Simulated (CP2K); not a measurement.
TiSi:

```
Ti Si
1.0
     2.78977    0.00000    0.00000
    -0.42506    2.75720    0.00000
     0.00000    0.00000    3.80393
Ti Si
1 1
Cartesian
  1.1824 1.3786 0.0000
  0.0000 0.0000 1.9020
```

The cell comes from a database or a generator and needn't be the stable form of this composition.

* Program: CP2K 2026.2
* Task: relaxation of cell and atoms
* Functional: LDA
* Potentials or basis: GTH_POTENTIALS Ti GTH-PADE-q12, Si GTH-PADE-q4; TZVP-MOLOPT-PBE-GTH basis
* Density cutoff: 6123 eV
* k mesh: 7 × 7 × 6
* Occupations: fermi-dirac, width 0.0259 eV
* Spin: no spin polarisation

At the start: pressure -8.1 GPa; volume 14.63 Å³/atom.

Task: Where does the relaxation end?

Result: Over 8 steps the energy falls by 23.3 meV/atom and the volume is 13.78 Å³/atom (-5.8 %); space group Cmmm (No. 65, to 0.05 Å).

Step by step:
```
step  energy change (eV)  largest force (eV/Å)  volume (Å³)
   1              0.0000                0.0000        29.26
   2             -0.0072                0.0000        29.11
   3             -0.0442                0.0000        27.44
   4             -0.0447                0.0000        27.61
   5             -0.0448                0.0000        27.60
   6             -0.0466                0.0000        27.56
   7             -0.0466                0.0000        27.57
   8             -0.0466                0.0000        27.57
```

Final structure:
```yaml
crystal:
  lattice:
    - [2.72231, 0.00000, 0.00000]
    - [-0.37348, 2.69691, 0.00000]
    - [0.00000, 0.00000, 3.75462]
  atoms:
    - { symbol: Ti, position: [0.50000, 0.50000, 0.00000] }
    - { symbol: Si, position: [0.00000, 0.00000, 0.50000] }
```

Caveat: the basis of atomic orbitals isn't converged, which shifts pressures, moduli and gaps.
